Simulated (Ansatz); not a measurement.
Relaxation of a periodic cell of 15 atoms, Ta₇N₈ (host TaN, host structure P6_3/mmc, one Ta atom removed), to a largest force component of 0.03 eV/Å in at most 60 steps.

Theory: Ansatz 0.2.0, DFT PBE, scalar-relativistic, plane waves, PAW. Settings: PAW set soft_1, cutoff 420 eV, k mesh 2x2x2, gaussian smearing 0.02 eV, spin collinear.

```xyz
15
Lattice="-3.0480 -5.2793 0.0000 4.5720 -2.6396 0.0000 0.0000 0.0000 4.9180" Properties=species:S:1:pos:R:3
Ta 0.000 -5.279 0.000
Ta 0.000 -5.279 2.459
N 0.000 -3.520 1.230
N 1.524 -4.399 3.688
Ta -1.524 -2.640 0.000
N 3.048 -3.520 1.230
N 0.000 -1.760 3.688
Ta 1.524 -2.640 0.000
Ta 1.524 -2.640 2.459
N 1.524 -0.880 1.230
N 3.048 -1.760 3.688
Ta 0.000 0.000 0.000
Ta 0.000 0.000 2.459
N 1.524 -6.159 1.230
N -1.524 -4.399 3.688
```

Q: Where does it end, and by what steps?

A: The forces met the threshold. Limits of this set-up: coarse k mesh, a small cell, in which the defect meets its images. After 8 steps the energy has fallen by 0.559 eV; Ta1 moved furthest, 0.20 Å.

| step | energy less start (eV) | largest force component (eV/Å) | accepted |
| --- | --- | --- | --- |
| 0 | 0.0000 | 0.983 | yes |
| 1 | -0.1456 | 0.970 | yes |
| 2 | -0.1732 | 1.667 | yes |
| 3 | -0.3934 | 0.854 | yes |
| 4 | -0.3498 | 1.714 | no |
| 5 | -0.5467 | 0.163 | yes |
| 6 | -0.5423 | 0.369 | no |
| 7 | -0.5582 | 0.073 | yes |
| 8 | -0.5587 | 0.018 | yes |

```xyz
15
Lattice="-3.0480 -5.2793 0.0000 4.5720 -2.6396 0.0000 0.0000 0.0000 4.9180" Properties=species:S:1:pos:R:3
Ta 0.102 -5.102 0.000
Ta -0.039 -5.348 2.459
N -0.090 -3.468 1.358
N 1.614 -4.451 3.560
Ta -1.524 -2.640 0.000
N 3.047 -3.497 1.220
N 0.020 -1.749 3.698
Ta 1.422 -2.817 0.000
Ta 1.563 -2.571 2.459
N 1.548 -0.894 1.145
N 3.024 -1.746 3.773
Ta 0.000 0.000 0.000
Ta 0.000 0.000 2.459
N 1.504 -6.170 1.220
N -1.523 -4.422 3.698
```

The run took 82 s on 2 threads of Arm Neoverse V1, with other jobs on the host, peak memory 0.55 GiB.
